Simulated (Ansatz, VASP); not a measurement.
# RbBr: VASP beside Ansatz

```
CELL_PARAMETERS angstrom
4.38461 0.00000 0.00000
0.00000 4.38461 0.00000
0.00000 0.00000 4.38461
ATOMIC_POSITIONS crystal
Rb 0.00000 0.00000 0.00000
Br 0.50000 0.50000 0.50000
```

The cell comes from a database or a generator and needn't be the stable form of this composition.

Alike in both runs: task single point; functional LDA; k mesh 8 × 8 × 8; occupations gaussian, width 0.05 eV; no spin polarisation.

```csv
,VASP,Ansatz
version,VASP 6.6.1,Ansatz 0.2.0
potentials or method,"VASP PAW LDA potentials, release 64 (Rb_sv, Br)","scalar-relativistic, plane waves, PAW"
plane-wave cutoff (eV),520,420
valence electrons in the cell,16,16
```

VASP gave:

```
gap on the k mesh at the Fermi level (eV) : 3.18
pressure (GPa)                            : -3.2
```

Problem. Which values does Ansatz return?

Solution. gap on the k mesh at the Fermi level (eV): 3.17; pressure (GPa): -3.2.

A k mesh can miss the band edges.
